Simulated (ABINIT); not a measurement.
Runs of ABINIT 10.8.3 (patched build) on SiC (Moissanite). Symmetry: P6_3mc, No. 186, hexagonal system. Conventional cell: a = 3.076 Å, b = 3.076 Å, c = 5.048 Å, α = 90.00°, β = 90.00°, γ = 120.00°. Around Si (site symmetry 3m) lie 4 C at 1.87 to 1.94 Å. C (site symmetry 3m) has 4 Si at 1.87 to 1.94 Å as nearest neighbours. 

| task | level | potentials or basis | k mesh | cutoff (eV) | fine-grid cutoff | gap on the mesh (eV) | pressure (GPa) | largest force (eV/Å) |
| --- | --- | --- | --- | --- | --- | --- | --- | --- |
| band structure | BLYP | PseudoDojo NC SR PBE v0.4.1 standard | 10 × 10 × 5 | 1116 | - | 2.82 | 10.2 | 0.77 |
| band structure | SOGGA | PseudoDojo NC SR PBEsol v0.4.1 standard | 10 × 10 × 5 | 1116 | - | (b) | -1.2 | 0.76 |
| band structure | AM05 | PseudoDojo NC SR PBEsol v0.4.1 standard | 10 × 10 × 5 | 1116 | - | 2.34 | -0.3 | 0.75 |
| band structure | revPBE | PseudoDojo NC SR PBE v0.4.1 standard | 10 × 10 × 5 | 1116 | - | 2.54 | 4.3 | 0.76 |
| single point | r2SCAN | JTH PAW PBE v2.0 | 6 × 6 × 3 | 653 | 1251.72 eV | (a) | 1.7 | 0.78 |

Alike in all rows: no spin polarisation; cell as given; smearing fermi-dirac 0.05 eV.

Problem. Estimate the missing entries.

Solution. (a) 2.67; (b) 2.23.

Caveats: the potentials were made for another functional, which shifts forces and pressure (some runs); the mesh misses the band edges, which the band path finds closer together (some runs); the PAW data sets were made with another functional, which shifts forces and pressure a little (some runs); an odd mesh through Γ misses points on the zone boundary, where band edges often lie (some runs).

Runs at the PBE level aren't shown here.
